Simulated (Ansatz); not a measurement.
System: fluorite SrF2. Method: PBEsol-D3(BJ) in Ansatz (plane waves, PAW).

Settings: plane-wave cutoff 520 eV, 10×10×10 k mesh, Fermi–Dirac smearing 0.01 eV, scalar-relativistic PAW data made under PBE.

Cell (relaxed at this level):

```yaml
crystal:
  lattice:
    - [0.00000, 2.85902, 2.85902]
    - [2.85902, 0.00000, 2.85902]
    - [2.85902, 2.85902, 0.00000]
  atoms:
    - { symbol: Sr, position: [0.00000, 0.00000, 0.00000] }
    - { symbol: F, position: [0.25000, 0.25000, 0.25000] }
    - { symbol: F, position: [0.75000, 0.75000, 0.75000] }
```

Problem. Predict the bulk modulus B0, band gap, smallest direct gap on the k points sampled and pressure derivative B′ of the bulk modulus.

Solution. 
bulk modulus B0: 77.2 GPa
band gap: 7.01 eV
smallest direct gap on the k points sampled: 7.11 eV
pressure derivative B′ of the bulk modulus: 4.7

Measured, for comparison: band gap 11.1 eV (temperature not stated, no zero-point or thermal correction; as tabulated in Aguado et al. (1999), arXiv:cond-mat/9901145); bulk modulus 69 GPa (temperature not stated, no zero-point or thermal correction; as tabulated in On the Morphology of Group II Metal Fluoride Nanocrystals at Finite Temperature …). Computed (rounded) less measured: bulk modulus +12 %.

Spin–orbit coupling is not included.

Static lattice: no zero-point or thermal effects.

Cost on a shared machine: around 21 core-seconds (rough).

Ansatz is a quantum-chemistry and plane-wave program.
